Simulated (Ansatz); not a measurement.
Crystal: Te.

```
Te
1.0
     4.45400    0.00000    0.00000
    -2.22700    3.85728    0.00000
     0.00000    0.00000    5.92400
Te
3
Direct
  0.73100 0.73100 0.00000
  0.00000 0.26900 0.66667
  0.26900 0.00000 0.33333
```

Base run:

- Program: Ansatz 0.2.0
- Functional: r2SCAN
- Potentials or basis: Ansatz PAW
- Cutoff: 500 eV (not typed: the program's choice for these potentials)
- k mesh: 7 × 7 × 5
- Occupations: fermi-dirac, width 0.05 eV
- Spin: no spin polarisation

Its results: pressure 0.9 GPa; largest force 0.089 eV/Å.

Q: The run is repeated on the same cell with these changes: functional from r2SCAN to revPBE; cutoff from 500 eV (not typed: the program's choice for these potentials) to 420 eV (not typed: the program's choice for these potentials). What comes out?

A: Pressure 2.4 GPa; largest force 0.148 eV/Å.

Caveats: the PAW data sets come from PBE, with cores solved anew for the run's functional, which leaves a small shift of forces and pressure.
